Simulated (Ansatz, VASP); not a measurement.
## Two plane-wave programs on PtS2

File INCAR:

```
PREC = Accurate
ENCUT = 520
EDIFF = 1E-7
ISMEAR = -1
SIGMA = 0.02
LREAL = F
LASPH = T
NELM = 100
ALGO = Normal
ISIF = 2
LWAVE = F
LCHARG = F
GGA = PE
NBANDS = 18
```

KPOINTS

```
regular mesh
0
Gamma
  8 8 8
```

Contents of POSCAR:

```
PtS2
1.0
    1.7769704474      1.0259343662      5.5622598406
   -1.7769704474      1.0259343662      5.5622598406
    0.0000000000     -2.0518687323      5.5622598406
Pt S
1 2
Direct
    0.0000000000      0.0000000000      0.0000000000
    0.2595533796      0.2595533796      0.2595533796
    0.7404466204      0.7404466204      0.7404466204
```

Input for Ansatz:

```yaml
crystal:
  lattice:
    - [1.7769704474, 1.0259343662, 5.5622598406]
    - [-1.7769704474, 1.0259343662, 5.5622598406]
    - [0.0, -2.0518687323, 5.5622598406]
  atoms:
    - { symbol: Pt, position: [0.0, 0.0, 0.0] }
    - { symbol: S, position: [0.2595533796, 0.2595533796, 0.2595533796] }
    - { symbol: S, position: [0.7404466204, 0.7404466204, 0.7404466204] }
kpoints:
  mp_grid: { grid: [8, 8, 8] }
  band_path:
    path:
      - [0.0, 0.0, 0.0]
      - [0.5, 0.5, 0.5]
      - [0.8106532132, 0.1893467868, 0.5]
      - [0.5, -0.1893467868, 0.1893467868]
      - [0.5, 0.0, 0.0]
      - [0.3446733934, -0.3446733934, 0.0]
      - [0.6553266066, 0.0, 0.3446733934]
      - [0.5, 0.0, 0.5]
      - [0.25, 0.25, -0.5]
      - [0.171875, 0.171875, 0.34375]
      - [0.221354, 0.221354, 0.476562]
    npoints: 1
hamiltonian:
  xc: pbe
scf:
  occupations: { method: fermi_dirac, width: 0.02 }
  n_extra_bands: 4
output:
  forces: true
  stress: true
  eigenvalues: true
```

Change from the starting cell: hydrostatic strain +0.7%.

Alike in both runs: task single point; functional PBE; k mesh 8 × 8 × 8; occupations fermi-dirac, width 0.02 eV; no spin polarisation.

```csv
,VASP,Ansatz
version,VASP 6.6.1,Ansatz 0.2.0
potentials or method,"VASP PAW PBE potentials, release 64 (Pt, S)","plane waves, PAW"
plane-wave cutoff (eV),520,420
valence electrons in the cell,22,30
```

```tsv
	VASP	Ansatz	Ansatz less VASP
gap on the k mesh at the Fermi level (eV)	1.11	1.10	-0.005
pressure (GPa)	1.7	2.2	+0.42
largest component of the traceless stress (GPa)	0.07	0.18	+0.112
rms of the force components (eV/Å)	0.000	0.018	+0.0181
```

Atom by atom the forces differ by 0.018 eV/Å (rms over components). The functional is the same, so the differences come from potentials, cutoffs and numerics. The two sets of potentials don't hold the same shells in valence.

Caveats: spin-orbit coupling is left out, which moves the levels of the heavy elements. A k mesh can miss the band edges.
